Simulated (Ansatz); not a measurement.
**GeS at a changed volume: ⁷³Ge nuclear quadrupole resonance**

Cell: a COD entry, relaxed with PBE at fixed cell and then changed (volume scaled by 1.04, ions relaxed).

Space group Pnma (No. 62); a = 10.6078, b = 3.6889, c = 4.3535 Å.

```csv
site,Wyckoff,site symmetry,x,y,z
Ge,4c,.m.,0.6234,0.2500,0.3690
S,4c,.m.,0.8490,0.2500,0.4998
```

One atom of each set is listed.

Computed with Ansatz: DFT, PBE, plane waves and PAW, scalar-relativistic, 420 eV cutoff, Γ-centred 5×12×10 k-points, Fermi–Dirac smearing 0.02 eV.

⁷³Ge: I = 9/2, Q = -196.0 mb (year-2017 value). Static lattice, zero field.

Task: The simulated lines lie at 2.23, 2.78, 4.36, 5.01, 5.86 MHz. What are |C_Q|, η and |V_zz| at Ge?

Result: For I = 9/2 and η = 0 the lines are |C_Q|/24 times 1, 2, 3 and 4; η shifts the lowest up most. At large η the states mix, and weaker lines appear at sums of the main ones; lines under 5 % of the strongest are left out. Here |C_Q| = 35.4 MHz, η = 0.27 and |V_zz| = 7.47 × 10²¹ V/m². The calculation gives V_zz negative; the lines don't show the sign. The site has 3 S at 2.46 Å; also 3 S at 3.32 Å.

At Ge V_zz stands upright on the plane through its three neighbours (within 9°).
